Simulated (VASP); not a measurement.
GaN:

```
Ga N
1.0
     0.00000    2.25350    2.25350
     2.25350    0.00000    2.25350
     2.25350    2.25350    0.00000
Ga N
1 1
Cartesian
  0.0000 0.0000 0.0000
  1.1268 1.1268 1.1268
```

The cell is a database's computed one.

Base run:

| Item | Value |
| --- | --- |
| Program | VASP 6.6.1 |
| Functional | PBE0 |
| Potentials or basis | VASP PAW PBE potentials, release 64 (Ga_d, N) |
| Cutoff | 520 eV |
| k mesh | 8 × 8 × 8 |
| Occupations | gaussian, width 0.02 eV |
| Spin | no spin polarisation |

Its results: band gap on the k mesh 3.65 eV, direct; pressure -1.4 GPa.

Problem. The run is repeated on the same cell with these changes: functional from PBE0 to HSE06. What comes out?

Solution. Band gap on the k mesh 2.99 eV, direct; pressure -1.3 GPa.

Caveats: the PAW data sets were made with another functional, which shifts forces and pressure a little.

Not every run made on this cell is shown here.
